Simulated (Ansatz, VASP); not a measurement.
**Two plane-wave programs on Ga**

The input INCAR:

```
ALGO     = Fast           # electronic algorithm
EDIFF    = 1E-7           # SCF threshold, eV
ENCUT    = 520            # plane-wave cutoff, eV
GGA      = PE             # functional
ISIF     = 2              # what is computed and relaxed
ISMEAR   = 0              # smearing method
LASPH    = T              # aspherical terms in the spheres
LCHARG   = F              # write CHGCAR
LREAL    = F              # projectors in reciprocal space
LWAVE    = F              # write WAVECAR
NBANDS   = 12             # bands
NELM     = 100            # most SCF steps
PREC     = Accurate       # precision mode
SIGMA    = 0.1            # smearing width, eV
```

Contents of KPOINTS:

```
k-points
0
Gamma
  20 20 20
```

Contents of POSCAR:

```
Ga
1.0
   -1.4082260400      1.4082260400      2.3025792900
    1.4082260400     -1.4082260400      2.3025792900
    1.4082260400      1.4082260400     -2.3025792900
Ga
1
Direct
    0.0000000000      0.0000000000      0.0000000000
```

Input for Ansatz:

```yaml
crystal:
  lattice:
    - [-1.40822604, 1.40822604, 2.30257929]
    - [1.40822604, -1.40822604, 2.30257929]
    - [1.40822604, 1.40822604, -2.30257929]
  atoms:
    - { symbol: Ga, position: [0.0, 0.0, 0.0] }
basis:
  ecutwfc: 420
kpoints:
  mp_grid: { grid: [20, 20, 20] }
hamiltonian:
  xc: pbe
scf:
  occupations: { method: gaussian, width: 0.1 }
output:
  forces: true
  stress: true
  eigenvalues: true
```

Alike in both runs: task single point; functional PBE; k mesh 20 × 20 × 20; occupations gaussian, width 0.1 eV; no spin polarisation.

|  | VASP | Ansatz |
| --- | --- | --- |
| version | VASP 6.6.1 | Ansatz 0.2.0 |
| potentials or method | VASP PAW PBE potentials, release 64 (Ga_d) | scalar-relativistic, plane waves, PAW |
| plane-wave cutoff (eV) | 520 | 420 |
| valence electrons in the cell | 13 | 13 |

```csv
,VASP,Ansatz,Ansatz less VASP
gap on the k mesh at the Fermi level (eV),none,none,-
pressure (GPa),1.9,2.0,+0.12
largest component of the traceless stress (GPa),0.37,0.34,-0.026
```

A gap of «none» marks a metal or a gap that the smearing closes.
